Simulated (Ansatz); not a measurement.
HfC, DFT, PBE, PAW with Ansatz's default frozen-core files, scalar-relativistic (Ansatz 0.2.0), run on 1 thread of Intel(R) Xeon(R) Platinum 8488C (Sapphire Rapids) on a shared host.

The cell is COD entry 1539502, as deposited and not checked against the literature; nothing was relaxed. The listed cell was then made from it by scaling, straining or moving an atom.

Command: `ansatz run input.yaml --threads 1 --pin off --max-ram 3072MiB --backend cpu --events-out ev --progress --plain --runs-dir out`

```yaml
crystal:
  lattice:
    - [0.0465, 2.34825, 2.34825]
    - [2.34825, 0.0465, 2.34825]
    - [2.34825, 2.34825, 0.0465]
  atoms:
    - { symbol: Hf, position: [0.5, 0.5, 0.5] }
    - { symbol: C, position: [0.0, 0.0, 0.0] }
kpoints:
  mp_grid: { grid: [15, 15, 15] }
scf:
  occupations: { method: fermi_dirac, width: 0.05 }
hamiltonian:
  xc: pbe
  pseudopotentials: { kind: paw }
output:
  forces: true
  stress: true
  eigenvalues: true
  efg: { contact_densities: true }
  write_density: true
  write_potential: true
  elf: true
  volumetric_format: npy
```

Problem. How large is the problem that the program sets up?

Solution. 344 irreducible k-points, 531 plane waves at Γ, 19 bands.

Problem. Estimate the wall time and the peak memory.

Solution. 13 s of wall time for 7 SCF iterations, with a peak of 0.52 GiB. Times on shared machines scatter by tens of per cent.

Problem. And the same cell and mesh by crystal-made all-electron datasets, asked for forces, stress, eigenvalues, efg, on the same hardware?

Solution. 39 s, peak memory 0.96 GiB.
